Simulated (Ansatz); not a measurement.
# HfO2 under changes of volume

One of the cells (10.955 Å³/atom); the others are scaled copies at fixed shape and fractional positions:

```
CELL_PARAMETERS angstrom
5.21946 0.00000 0.00000
0.00000 5.00476 0.00000
0.00000 0.00000 5.03269
ATOMIC_POSITIONS crystal
Hf 0.96699 0.73252 0.74144
Hf 0.53301 0.73252 0.24144
Hf 0.46699 0.26748 0.74144
Hf 0.03301 0.26748 0.24144
O 0.63213 0.92865 0.87927
O 0.86787 0.92865 0.37927
O 0.23395 0.53988 0.49229
O 0.26605 0.53988 0.99229
O 0.76605 0.46012 0.99229
O 0.73395 0.46012 0.49229
O 0.13213 0.07135 0.87927
O 0.36787 0.07135 0.37927
```

Measurements of this composition are mostly on another form, of space group No. 14.

- Program: Ansatz 0.2.0
- Functional: RPBE
- Dispersion: D3(BJ)
- Potentials or basis: Ansatz PAW
- Cutoff: 420 eV (not typed: the program's choice for these potentials)
- k mesh: 5 × 6 × 5
- Occupations: fermi-dirac, width 0.05 eV
- Spin: no spin polarisation

```csv
volume (Å³/atom),energy over the lowest point (meV/atom),pressure (GPa),gap on the mesh (eV),largest force (eV/Å)
10.298,9.64,9.9,4.77,0.471
10.517,0.60,3.4,4.71,0.373
10.736,0.00,-2.4,4.64,0.281
10.955,6.91,-7.6,4.57,0.196
11.175,20.58,-12.3,4.50,0.119
11.394,40.30,-16.5,4.43,0.052
11.613,?,?,?,?
```

Question: What does the run at 11.613 Å³/atom give?

Answer: Energy over the lowest point 65.49 meV/atom; pressure -20.3 GPa; gap on the mesh 4.36 eV; largest force 0.087 eV/Å.

Worked out: A Birch-Murnaghan fit of order 3 (a polynomial in V^(-2/3)) to the other rows has its minimum at 10.64 Å³/atom with B0 = V·E''(V) = 280 GPa and B' = 4.4 at fixed shape and positions, which overstates the stiffness. It gives 65.38 meV/atom at 11.613 Å³/atom, against the run's 65.49, and -dE/dV = -20.2 GPa, against -20.3. A straight line through the other rows of the gap, of slope -3.39 eV per unit of ln V, extrapolates to 4.37 eV, against the run's 4.36.

Energies are extrapolated to zero smearing.

Caveats: odd divisions of the mesh miss points on the zone boundary, where band edges often lie, so the gap on the mesh can be too wide; spin-orbit coupling is left out, which moves the levels of the heavy elements; the PAW data sets come from PBE, with cores solved anew for the run's functional, which leaves a small shift of forces and pressure.

A mesh can miss the band edges.
